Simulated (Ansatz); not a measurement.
SnO2: single point with PBE

Crystal: SnO2.

```
Sn O
1.0
     0.00000    2.57415    2.57415
     2.57415    0.00000    2.57415
     2.57415    2.57415    0.00000
Sn O
1 2
Cartesian
  0.0000 0.0000 0.0000
  3.8612 3.8612 3.8612
  1.2871 1.2871 1.2871
```

Measurements of this composition are mostly on another form, of space group No. 136.

```json
{"Program": "Ansatz 0.2.0", "Task": "single point", "Functional": "PBE", "Potentials or basis": "Ansatz PAW", "Cutoff": "420 eV (not typed: the program's choice for these potentials)", "k mesh": "9 × 9 × 9", "Occupations": "gaussian, width 0.014 eV", "Spin": "no spin polarisation"}
```

```json
{"Pressure": "-0.5 GPa", "Band gap on the k mesh": "none (metal or under the smearing width)"}
```

Levels at points of the mesh, in eV from the Fermi level:
| k point | band 9 | band 10 | band 11 | band 12 | band 13 | band 14 | band 15 | band 16 | band 17 |
| --- | --- | --- | --- | --- | --- | --- | --- | --- | --- |
| (0.00, 0.00, 0.00) | -2.72 | -2.72 | -1.24 | -1.24 | -1.24 | -0.12 | 7.06 | 7.06 | 7.06 |

Wall time 1.1 s on 2 threads of Intel(R) Xeon(R) Platinum 8259CL CPU @ 2.50GHz (Skylake/Cascade Lake), with other jobs on the host, peak memory 0.35 GiB.

Caveat: the pressure holds a Pulay correction of +1.0 GPa for the finite cutoff.
